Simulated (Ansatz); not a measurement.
# Pb (dhcp type): a single-point run

Wanted: a converged single-point run for Pb (dhcp type), and a check of what comes out. The structure is shown as the input types it.

Computed with Ansatz 0.2.0 (DFT, PBE, all-electron PAW with datasets made for the crystal, scalar-relativistic, unless a step's input says otherwise).

1 further run of the same task is left out (it didn't finish).

**1. Starting point**

The structure is hexagonal, space group P6_3/mmc (No. 194). The conventional cell has a = 3.573 Å, b = 3.573 Å, c = 11.548 Å, α = 90.00°, β = 90.00°, γ = 120.00°. Pb (site symmetry -3m) has 12 Pb at 3.55 to 3.57 Å as nearest neighbours. Pb (site symmetry -6m2) is surrounded by 12 Pb at 3.55 to 3.57 Å.

Structure file:

```
CELL_PARAMETERS angstrom
3.57338 0.00000 0.00000
-1.78669 3.09464 0.00000
0.00000 0.00000 11.54765
ATOMIC_POSITIONS crystal
Pb 0.00000 0.00000 0.00000
Pb 0.00000 0.00000 0.50000
Pb 0.33333 0.66667 0.25000
Pb 0.66667 0.33333 0.75000
```

**2. The calculation**

The input, input.yaml:

```yaml
crystal:
  lattice:
    - [3.5733815866, 0.0, 0.0]
    - [-1.7866907933, 3.0946392314, 0.0]
    - [0.0, 0.0, 11.5476539746]
  atoms:
    - { symbol: Pb, position: [0.0, 0.0, 0.0] }
    - { symbol: Pb, position: [0.0, 0.0, 0.5] }
    - { symbol: Pb, position: [0.3333333333, 0.6666666667, 0.25] }
    - { symbol: Pb, position: [0.6666666667, 0.3333333333, 0.75] }
kpoints:
  mp_grid: { grid: [10, 10, 3] }
scf:
  occupations: { method: fixed }
  max_iter: 60
hamiltonian:
  xc: pbe
  pseudopotentials: { kind: all_electron, datasets: crystal }
output:
  forces: true
  stress: true
  eigenvalues: true
```

Started as:

```sh
> ansatz run input.yaml --threads 1 --pin off --max-ram 3072MiB --backend cpu --events-out ev --progress --plain --runs-dir out
```

What happens when this is run?

The run converged and reported no error, with warnings (band overlap at count, crystal datasets made, metallic iterate). Its log warns: «a fill by count may have filled part of one level: at k-index 0 the highest filled band, 19.873806 eV, and the lowest empty band, 19.873806 eV, stand 3.317e-8 eV apart ...»

The suspect setting: scf.occupations.method is fixed; scf.occupations.width is missing. The risk: fixed occupations where they can't hold. The run converged, but that does not make its result sound.

Run again and compare: set scf.occupations.method to fermi_dirac and scf.occupations.width to 0.1.
